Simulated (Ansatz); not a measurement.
# Al: single point with r2SCAN0

The system is Al.

```xyz
2
Lattice="4.4916 0.0000 0.0000 -2.2458 3.8898 0.0000 0.0000 0.0000 2.7226" Properties=species:S:1:pos:R:3 pbc="T T T"
Al    0.0000    2.5932    0.0000
Al    2.2458    1.2966    0.0000
```

The cell was built by a generator and needn't be a form met in nature.

```yaml
Program: Ansatz 0.2.0
Task: single point
Functional: r2SCAN0
Potentials_or_basis: Ansatz PAW
Cutoff: "500 eV (not typed: the program's choice for these potentials)"
k_mesh: 4 × 4 × 5
Occupations: fermi-dirac, width 0.05 eV
Spin: no spin polarisation
```

The pressure is 1.3 GPa. The band gap on the k mesh is none (metal or under the smearing width).

Stress tensor (GPa, compression positive):
```
-0.14  0.00  0.00
 0.00 -0.14  0.00
 0.00  0.00  4.06
```

Levels at points of the mesh, in eV from the Fermi level:
```
            k point  band 1  band 2  band 3  band 4  band 5  band 6  band 7
 (0.00, 0.00, 0.00)  -10.90   -1.47   -1.47    0.33    3.06    3.06    6.66
(0.00, -0.50, 0.00)   -8.98   -7.35   -2.77    0.77    8.69    9.02    9.17
```

Wall time 8 s on 2 threads of Arm Neoverse V1, with other jobs on the host, peak memory 0.64 GiB.

Caveat: the k mesh is coarse (spacing up to 0.46 Å⁻¹), so the values aren't converged, least of all with exact exchange; the PAW data sets come from PBE, with cores solved anew for the run's functional, which leaves a small shift of forces and pressure; the thresholds are loose for stress.
